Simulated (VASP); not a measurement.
Crystal: GaP.

```
CELL_PARAMETERS angstrom
0.00000 2.72525 2.72525
2.72525 0.00000 2.72525
2.72525 2.72525 0.00000
ATOMIC_POSITIONS crystal
Ga 0.00000 0.00000 0.00000
P 0.75000 0.75000 0.75000
```

Base run:

| Quantity | Value |
| --- | --- |
| Program | VASP 6.6.1 |
| Functional | revPBE |
| Potentials or basis | VASP PAW PBE potentials, release 64 (Ga_d, P) |
| Cutoff | 520 eV |
| k mesh | 8 × 8 × 8 |
| Occupations | fermi-dirac, width 0.05 eV |
| Spin | no spin polarisation |

Its results: band gap on the k mesh 1.70 eV, indirect (least direct gap 1.93 eV).

Question: After a change of settings the same cell gave: band gap on the k mesh 2.33 eV, indirect (least direct gap 2.86 eV). Which change was it?
A. functional from revPBE to r2SCAN-EpsX; k mesh from 8 × 8 × 8 to 4 × 4 × 4
B. functional from revPBE to RPBE; further incar settings from ALGO = Normal; EDIFF = 1e-06 to ALGO = Normal; EDIFF = 1e-06; NBANDS = 16
C. functional from revPBE to BLYP; further incar settings from ALGO = Normal; EDIFF = 1e-06 to ALGO = Fast; EDIFF = 1e-06
D. functional from revPBE to PW91; further incar settings from ALGO = Normal; EDIFF = 1e-06 to ALGO = Normal; EDIFF = 1e-06; NBANDS = 16

Answer: A.

Caveats: some runs use coarse meshes.

Runs at the PBE level aren't shown here.
